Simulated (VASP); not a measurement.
# FeO (R-3m) in VASP: a series of runs

Runs on FeO. Level: PBE+U. Tasks: single point.

All numbers are computed with VASP 6.6.1; they aren't measurements. Logs are shortened: lines on timing, memory, paths and dates and some standing lists are left out, and cuts for length are marked.

**1. The crystal as given**

The structure is trigonal, space group R-3m (No. 166). Conventional cell: a = 3.035 Å, b = 3.035 Å, c = 7.547 Å, α = 90.00°, β = 90.00°, γ = 120.00°. Fe (site symmetry -3m) is surrounded by 6 O at 2.16 Å. O (site symmetry -3m) is surrounded by 6 Fe at 2.16 Å.

**2. Single point, PBE+U, collinear spin, ferromagnetic start**

INCAR

```
SYSTEM = FeO
PREC = Accurate
ENCUT = 520
EDIFF = 1E-7
ISMEAR = 0
SIGMA = 0.05
LREAL = .FALSE.
LASPH = .TRUE.
NELM = 150
ALGO = Fast
ISIF = 2
LWAVE = .FALSE.
LCHARG = .FALSE.
ISPIN = 2
MAGMOM = 3 0
LORBIT = 11
LMAXMIX = 4
LDAU = .TRUE.
LDAUTYPE = 2
LDAUL = 2 -1
LDAUU = 5 0
LDAUJ = 0 0
LDAUPRINT = 1
GGA = PE
```

KPOINTS

```
regular mesh
0
G
  8 8 8
  0 0 0
```

POSCAR

```
FeO
1.0
    1.5176821100      0.8762341800      2.5157945800
   -1.5176821100      0.8762341800      2.5157945800
    0.0000000000     -1.7524683500      2.5157945800
Fe O
1 1
Direct
    0.0000000000      0.0000000000      0.0000000000
    0.5000000000      0.5000000000      0.5000000000
```

Potentials or basis: VASP PAW PBE potentials, release 64 (Fe, O).

Command:

```bash
> cat potpaw_PBE.64/Fe/POTCAR potpaw_PBE.64/O/POTCAR > POTCAR
> mpirun -np 1 vasp_std > vasp.out
```

OUTCAR:

```text
SYSTEM = FeO
   PREC = Accurate
   ENCUT = 520
   EDIFF = 1E-7
   ISMEAR = 0
   LREAL = .FALSE.
   LASPH = .TRUE.
   NELM = 150
   ISIF = 2
   ISPIN = 2
   LORBIT = 11
   GGA = PE

 ion  position               nearest neighbor table
   1  0.000  0.000  0.000-   2 2.16   2 2.16   2 2.16   2 2.16   2 2.16   2 2.16
   2  0.500  0.500  0.500-   1 2.16   1 2.16   1 2.16   1 2.16   1 2.16   1 2.16

  LATTYP: Found a trigonal (rhomboedric) cell.
 ALAT       =     3.0660019070
 COS(alpha) =     0.5099427872

  Lattice vectors:

 A1 = (   1.5176821100,   0.8762341800,   2.5157945800)
 A2 = (  -1.5176821100,   0.8762341800,   2.5157945800)
 A3 = (   0.0000000000,  -1.7524683500,   2.5157945800)

Analysis of symmetry for initial positions (statically):
=====================================================================
 Subroutine PRICEL returns:
 Original cell was already a primitive cell.

 Routine SETGRP: Setting up the symmetry group for a
 trigonal (rhombohedral) supercell.

 Subroutine GETGRP returns: Found 12 space group operations
 (whereof 12 operations were pure point group operations)
 out of a pool of 12 trial point group operations.

The static configuration has the point symmetry D_3d.

Analysis of symmetry for dynamics (positions and initial velocities):
=====================================================================
 Subroutine PRICEL returns:
 Original cell was already a primitive cell.

 Routine SETGRP: Setting up the symmetry group for a
 trigonal (rhombohedral) supercell.

 Subroutine GETGRP returns: Found 12 space group operations
 (whereof 12 operations were pure point group operations)
 out of a pool of 12 trial point group operations.

The dynamic configuration has the point symmetry D_3d.

Analysis of structural, dynamic, and magnetic symmetry:
=====================================================================
 Subroutine PRICEL returns:
 Original cell was already a primitive cell.

 Routine SETGRP: Setting up the symmetry group for a
 trigonal (rhombohedral) supercell.

 Subroutine GETGRP returns: Found 12 space group operations
 (whereof 12 operations were pure point group operations)
 out of a pool of 12 trial point group operations.

The overall configuration has the point symmetry D_3d.

 Subroutine INISYM returns: Found 12 space group operations
 (whereof 12 operations are pure point group operations),
 and found     1 'primitive' translations

----------------------------------------------------------------------------------------

                                     Primitive cell

  volume of cell :      20.0737

  direct lattice vectors                    reciprocal lattice vectors
     1.517682110  0.876234180  2.515794580     0.329449755  0.190207905  0.132496244
    -1.517682110  0.876234180  2.515794580    -0.329449755  0.190207905  0.132496244
     0.000000000 -1.752468350  2.515794580     0.000000000 -0.380415809  0.132496245

  length of vectors
     3.066001907  3.066001907  3.066001906     0.402829298  0.402829298  0.402829297

  position of ions in fractional coordinates (direct lattice)
     0.000000000  0.000000000  0.000000000
     0.500000000  0.500000000  0.500000000

  ion indices of the primitive-cell ions
   primitive index   ion index
                 1           1
                 2           2

----------------------------------------------------------------------------------------

 KPOINTS: regular mesh

Automatic generation of k-mesh.
 Grid dimensions read from file:
 generate k-points for:    8    8    8
[... 70 lines left out ...]
   ISIF   =      2    stress and relaxation
   ISYM   =      2    0-nonsym 1-usesym 2-fastsym
   POTIM  = 0.5000    time-step for ionic-motion
   TEBEG  =    0.0;   TEEND  =   0.0 temperature during run
   PSTRESS=    0.0 pullay stress
   NELECT =      14.0000    total number of electrons
   NUPDOWN=      -1.0000    fix difference up-down
   EMIN   =  10.00;   EMAX   =-10.00  energy-range for DOS
   EFERMI =   0.00;   METHOD = LEGACY
   ISMEAR =     0;   SIGMA  =   0.05  broadening in eV -4-tet -1-fermi 0-gaus
   EFERMI_NEDOS =   21; number of points for ismear=-14 and -15
   IALGO  =     68    algorithm
   IMIX   =      4    mixing-type and parameters
     AMIX     =   0.40;   BMIX     =  1.00
     AMIX_MAG =   1.60;   BMIX_MAG =  1.00
  volume/ion in A,a.u.               =      10.04        67.73
  Fermi-wavevector in a.u.,A,eV,Ry     =   1.451805  2.743514 28.677524  2.107739
  Thomas-Fermi vector in A             =   2.569260
   LORBIT       =     11    0 simple, 1 ext, 2 COOP (PROOUT), +10 PAW based schemes
 LDA+U is selected, type is set to LDAUTYPE =  2
   angular momentum for each species LDAUL =     2   -1
   U (eV)           for each species LDAUU =   5.0  0.0
   J (eV)           for each species LDAUJ =   0.0  0.0
   GGA     = PE    functional components
   LHFCALC =     F    Hartree Fock is set to
   AEXX    =    0.0000 exact exchange contribution
   IVDW    =     0    specifies the selected vdW correction
   LEPSILON=     F    determine dielectric tensor
   LRPA    =     F    only Hartree local field effects (RPA)
 spin polarized calculation
 RMM-DIIS sequential band-by-band and
 Gauss-broadening in eV      SIGMA  =   0.05
  energy-cutoff  :      520.00
  volume of cell :       20.07
 maximum number of plane-waves:       552
   NGX = 11   NGY = 11   NGZ = 11

atom =   1  type =  1  l = 2

 onsite density matrix

spin component  1

  0.9880 -0.0000  0.0000 -0.0232  0.0000
 -0.0000  1.0053  0.0000 -0.0000 -0.0232
  0.0000  0.0000  0.9721  0.0000  0.0000
 -0.0232 -0.0000  0.0000  1.0053 -0.0000
  0.0000 -0.0232  0.0000 -0.0000  0.9880

spin component  2

  0.2460 -0.0000 -0.0000  0.0975 -0.0000
 -0.0000  0.1676  0.0000  0.0000  0.0975
 -0.0000  0.0000  0.3130 -0.0000  0.0000
  0.0975  0.0000 -0.0000  0.1676  0.0000
 -0.0000  0.0975  0.0000  0.0000  0.2460

 occupancies and eigenvectors

  o =  0.1017  v =  0.0000  0.0000  0.0000  0.0000  0.0000 -0.5600 -0.0000 -0.0000  0.8285  0.0000      0.0000  0.0000  0.0000  0.0000  0.0000  0.0000  0.0000  0.0000  0.0000  0.0000
  o =  0.1017  v =  0.0000  0.0000  0.0000  0.0000  0.0000 -0.0000  0.8285 -0.0000  0.0000 -0.5600      0.0000  0.0000  0.0000  0.0000  0.0000  0.0000  0.0000  0.0000  0.0000  0.0000
  o =  0.3119  v =  0.0000  0.0000  0.0000  0.0000  0.0000 -0.0000  0.5600 -0.0000 -0.0000  0.8285      0.0000  0.0000  0.0000  0.0000  0.0000  0.0000  0.0000  0.0000  0.0000  0.0000
  o =  0.3119  v =  0.0000  0.0000  0.0000  0.0000  0.0000  0.8285  0.0000 -0.0000  0.5600  0.0000      0.0000  0.0000  0.0000  0.0000  0.0000  0.0000  0.0000  0.0000  0.0000  0.0000
  o =  0.3130  v =  0.0000  0.0000  0.0000  0.0000  0.0000 -0.0000  0.0000  1.0000 -0.0000  0.0000      0.0000  0.0000  0.0000  0.0000  0.0000  0.0000  0.0000  0.0000  0.0000  0.0000
  o =  0.9718  v =  0.0000  0.5702 -0.0000  0.0000  0.8215  0.0000  0.0000  0.0000  0.0000  0.0000      0.0000  0.0000  0.0000  0.0000  0.0000  0.0000  0.0000  0.0000  0.0000  0.0000
  o =  0.9718  v = -0.8215 -0.0000  0.0000 -0.5702  0.0000  0.0000  0.0000  0.0000  0.0000  0.0000      0.0000  0.0000  0.0000  0.0000  0.0000  0.0000  0.0000  0.0000  0.0000  0.0000
  o =  0.9721  v =  0.0000 -0.0000 -1.0000 -0.0000 -0.0000  0.0000  0.0000  0.0000  0.0000  0.0000      0.0000  0.0000  0.0000  0.0000  0.0000  0.0000  0.0000  0.0000  0.0000  0.0000
  o =  1.0215  v =  0.5702 -0.0000  0.0000 -0.8215  0.0000  0.0000  0.0000  0.0000  0.0000  0.0000      0.0000  0.0000  0.0000  0.0000  0.0000  0.0000  0.0000  0.0000  0.0000  0.0000
  o =  1.0215  v =  0.0000 -0.8215  0.0000  0.0000  0.5702  0.0000  0.0000  0.0000  0.0000  0.0000      0.0000  0.0000  0.0000  0.0000  0.0000  0.0000  0.0000  0.0000  0.0000  0.0000

 number of electron      13.9999999 magnetization       4.0038981

 Free energy of the ion-electron system (eV)
  ---------------------------------------------------
  ext. energy  EPLUGINS =         0.00000000
  ---------------------------------------------------
  free energy    TOTEN  =       -12.51180282 eV

  energy without entropy =      -12.51022608  energy(sigma->0) =      -12.51101445

 E-fermi :   6.8269     XC(G=0): -12.1366

 val. band max:        6.7979183837   @ k =  -0.3750   0.3750   0.2500
 cond. band min:       6.8333598125   @ k =  -0.3750   0.2500  -0.0000
 fundamental gap:      0.0354414288
 Fermi energy:         6.8269499445

 spin component 1

 k-point     1 :       0.0000    0.0000    0.0000
  band No.  band energies     occupation
      1     -14.2709      1.00000
      2      -0.3955      1.00000
      3      -0.3955      1.00000
      4      -0.2744      1.00000
      5      -0.2242      1.00000
      6      -0.2242      1.00000
      7       2.6120      1.00000
      8       2.7097      1.00000
      9       2.7097      1.00000
     10       6.3496      1.00000
     11      21.2244      0.00000
     12      21.6048      0.00000
[... 745 lines left out ...]
      2      -0.2941      1.00000
      3       1.6461      1.00000
      4       1.9539      1.00000
      5       6.7017      0.99980
      6       6.7054      0.99971
      7       7.1564      0.00000
      8       8.7457      0.00000
      9       9.9833      0.00000
     10      10.9544      0.00000
     11      17.1618      0.00000
     12      19.3148      0.00000
     13      21.8367      0.00000

 [... further k-points ...]
[... 5 lines left out ...]
  --------------------------------------------------------------------------------------
  -------------------------------------------------------------------------------------
  Total       -0.0874468     -0.0874468     -0.2320428      0.0000000     -0.0000000      0.0000000
  in kB       -6.9795427     -6.9795428    -18.5204367      0.0000000     -0.0000000      0.0000000
  external PRESSURE =     -10.8265074 kB  Pullay stress =       0.0000000 kB

 VOLUME and BASIS-vectors are now :
 -----------------------------------------------------------------------------
  energy-cutoff  :      520.00
  volume of cell :       20.07
      direct lattice vectors                 reciprocal lattice vectors
     1.517682110  0.876234180  2.515794580     0.329449755  0.190207905  0.132496244
    -1.517682110  0.876234180  2.515794580    -0.329449755  0.190207905  0.132496244
     0.000000000 -1.752468350  2.515794580     0.000000000 -0.380415809  0.132496245

 POSITION                                       TOTAL-FORCE (eV/Angst)
 -----------------------------------------------------------------------------------
      0.00000      0.00000      0.00000        -0.000000      0.000000      0.000000
      0.00000      0.00000      3.77369         0.000000      0.000000     -0.000000
 -----------------------------------------------------------------------------------
    total drift:                               -0.000000      0.000000     -0.000000

  FREE ENERGIE OF THE ION-ELECTRON SYSTEM (eV)
  ---------------------------------------------------
  free  energy   TOTEN  =       -12.5118028237 eV

  energy  without entropy=      -12.5102260836  energy(sigma->0) =      -12.51101445

 total charge

# of ion       s       p       d       tot
------------------------------------------
    1        0.294   0.367   6.076   6.736
    2        1.552   3.462   0.000   5.014
--------------------------------------------------
tot          1.846   3.829   6.076  11.750

 magnetization (x)

# of ion       s       p       d       tot
------------------------------------------
    1        0.026   0.020   3.813   3.859
    2        0.020   0.165   0.000   0.185
--------------------------------------------------
tot          0.046   0.185   3.813   4.044
```

Wall time 46 s (1 thread of AMD EPYC 9R45 (Zen 5), shared host); peak memory 0.14 GiB.

What came out:

```yaml
Free_energy: -12.5118 eV
Pressure: -1.1 GPa
Band_gap_on_the_k_mesh: none (metal or under the smearing width)
Net_moment: 4.00 μB per cell
Site_moments: Fe +3.86; O +0.18 μB
Valence_electrons_inside_the_program's_atomic_spheres: Fe 6.74; O 5.01
```

Stress tensor (GPa, compression positive):
```
-0.70  0.00  0.00
 0.00 -0.70  0.00
 0.00  0.00 -1.85
```

Levels at points of the mesh, in eV from the Fermi level:
Spin up:
| k point | band 5 | band 6 | band 7 | band 8 | band 9 | band 10 | band 11 | band 12 | band 13 |
| --- | --- | --- | --- | --- | --- | --- | --- | --- | --- |
| (0.00, 0.00, 0.00) | -7.05 | -7.05 | -4.21 | -4.12 | -4.12 | -0.48 | 14.40 | 14.78 | 14.93 |
| (0.50, 0.00, 0.00) | -6.42 | -6.37 | -5.13 | -2.19 | -2.17 | 3.48 | 7.87 | 11.70 | 11.90 |
| (0.50, 0.50, 0.00) | -6.25 | -6.14 | -6.14 | -5.40 | -5.29 | 4.53 | 8.28 | 8.71 | 14.00 |
| (0.50, 0.50, 0.50) | -6.42 | -6.42 | -5.20 | -2.18 | -2.18 | 3.60 | 7.66 | 12.08 | 12.08 |
Spin down:
```tsv
k point	band 1	band 2	band 3	band 4	band 5	band 6	band 7	band 8	band 9	band 10
(0.00, 0.00, 0.00)	-20.75	-3.86	-3.76	-3.76	-0.80	-0.70	-0.70	0.22	1.28	1.28
(0.50, 0.00, 0.00)	-19.55	-8.49	-5.33	-5.24	0.38	0.46	0.56	3.53	3.55	3.84
(0.50, 0.50, 0.00)	-19.46	-7.47	-5.04	-4.93	-2.17	0.75	0.76	1.85	2.14	6.02
(0.50, 0.50, 0.50)	-19.59	-8.55	-5.21	-5.21	0.41	0.41	0.50	3.50	3.50	3.96
```

Eigenvalues of the final occupation matrices:
```tsv
site	spin	trace	eigenvalues
site 1 d	1	4.96	0.97 0.97 0.97 1.02 1.02
site 1 d	2	1.14	0.10 0.10 0.31 0.31 0.31
```

Caveat: a cell with one magnetic atom can't hold antiferromagnetic order, which such compounds often take. The state reached can hang on the start; a lower one may exist.

(Part 1 of 2 ends here.)
